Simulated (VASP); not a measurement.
# Al: single point with PBEsol

Al:

```
CELL_PARAMETERS angstrom
-1.63607 1.63607 1.50518
1.63607 -1.63607 1.50518
1.63607 1.63607 -1.50518
ATOMIC_POSITIONS crystal
Al 0.00000 0.00000 0.00000
```

This isn't the form of Al at room conditions, which is fcc.

| Property | Result |
| --- | --- |
| Program | VASP 6.6.1 |
| Task | single point |
| Functional | PBEsol |
| Potentials or basis | VASP PAW PBE potentials, release 64 (Al) |
| Cutoff | 520 eV |
| k mesh | 24 × 24 × 24 |
| Occupations | gaussian, width 0.15 eV |
| Spin | no spin polarisation |

```json
{"Pressure": "2.3 GPa", "Band gap on the k mesh": "none (metal or under the smearing width)"}
```

Stress tensor (GPa, compression positive):
```
3.03 0.00 0.00
0.00 3.03 0.00
0.00 0.00 0.69
```

Levels at points of the mesh, in eV from the Fermi level:
| k point | band 1 | band 2 | band 3 | band 4 | band 5 |
| --- | --- | --- | --- | --- | --- |
| (0.00, 0.00, 0.00) | -11.29 | 12.12 | 14.17 | 14.17 | 14.39 |
| (0.50, 0.00, 0.00) | -4.25 | -3.59 | 7.77 | 7.87 | 9.48 |
| (0.50, 0.50, 0.00) | -4.67 | -4.40 | 9.54 | 9.61 | 11.59 |
| (0.50, 0.50, 0.50) | 1.15 | 1.15 | 2.50 | 2.87 | 3.59 |

Run time: 92 s on 1 thread of Intel(R) Xeon(R) Platinum 8259CL CPU @ 2.50GHz (Skylake/Cascade Lake), on a shared host, peak memory 0.23 GiB.

Caveat: the PAW data sets were made with another functional, which shifts forces and pressure a little.
